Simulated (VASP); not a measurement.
# VASP inputs for GaN (strained rocksalt)

INCAR

```
ISIF = 2
PREC = Accurate
LREAL = .FALSE.
NELM = 120
ENCUT = 520
NSW = 0
EDIFF = 1E-7
LWAVE = .FALSE.
IBRION = -1
NBANDS = 16
ALGO = Normal
LCHARG = .FALSE.
METAGGA = R2SCAN
LASPH = .TRUE.
SIGMA = 0.01
ISMEAR = 0
```

KPOINTS

```
KPOINTS created by Atomic Simulation Environment
0
Gamma
10 10 10
0 0 0
```

KPOINTS_OPT

```
special points
7
Reciprocal
0.0000000000 0.0000000000 0.0000000000 1
0.5000000000 0.0000000000 0.5000000000 1
0.6250000000 0.2500000000 0.6250000000 1
0.3750000000 0.3750000000 0.7500000000 1
0.5000000000 0.5000000000 0.5000000000 1
0.5000000000 0.2500000000 0.7500000000 1
0.1875000000 0.1875000000 0.3750000000 1
```

POSCAR

```
Ga N
 1.0000000000000000
     0.0000000000000000    2.1085154153999999    2.0604412640000001
     2.1085154153999999    0.0000000000000000    2.0604412640000001
     2.1085154153999999    2.1085154153999999    0.0000000000000000
 Ga  N
   1   1
Cartesian
  0.0000000000000000  0.0000000000000000  0.0000000000000000
  2.1085154153999999  2.1085154153999999  2.0604412640000001
```

VASP ran with the recommended PBE PAW datasets (18 valence electrons in the cell).

Question: What does this run give?

Answer: gap between bands v and c 1.16 eV; least direct gap 3.65 eV; pressure 7.7 GPa.

Band v is the last that the valence electrons fill when counted band by band, and c is the next. Levels in eV from the top of v:

| point | v−1 | v | c | c+1 |
| --- | --- | --- | --- | --- |
| Γ | -0.49 | -0.49 | 3.17 | 15.58 |
| X | -3.35 | -3.01 | 1.40 | 8.64 |
| K | -5.83 | -2.35 | 3.74 | 9.81 |
| L | -0.24 | -0.11 | 5.49 | 9.76 |
| W | -5.62 | -4.57 | 5.82 | 10.84 |
